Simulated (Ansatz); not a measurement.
## Sc in Ansatz: the effect of functional

Sc:

```
Sc
1.0
     3.24145    0.00000    0.00000
    -1.62073    2.80718    0.00000
     0.00000    0.00000    5.16565
Sc
2
Cartesian
  1.6207 0.9357 3.8742
  0.0000 1.8715 1.2914
```

The cell isn't the ideal one: volume scaled by 0.94.

Alike in all runs:

| Quantity | Value |
| --- | --- |
| Program | Ansatz 0.2.0 |
| Task | single point |
| Potentials or basis | Ansatz PAW |
| k mesh | 9 × 9 × 5 |
| Occupations | fermi-dirac, width 0.05 eV |
| Spin | no spin polarisation |

| functional | cutoff | pressure (GPa) |
| --- | --- | --- |
| LDA | 420 eV (not typed: the program's choice for these potentials) | -2.3 |
| r2SCAN | 500 eV (not typed: the program's choice for these potentials) | 3.7 |
| PBE | 420 eV (not typed: the program's choice for these potentials) | ? |

Question: What does the run with functional PBE give?

Answer: Pressure 2.9 GPa.

Caveats: the PAW data sets come from PBE, with cores solved anew for the run's functional, which leaves a small shift of forces and pressure (some runs).
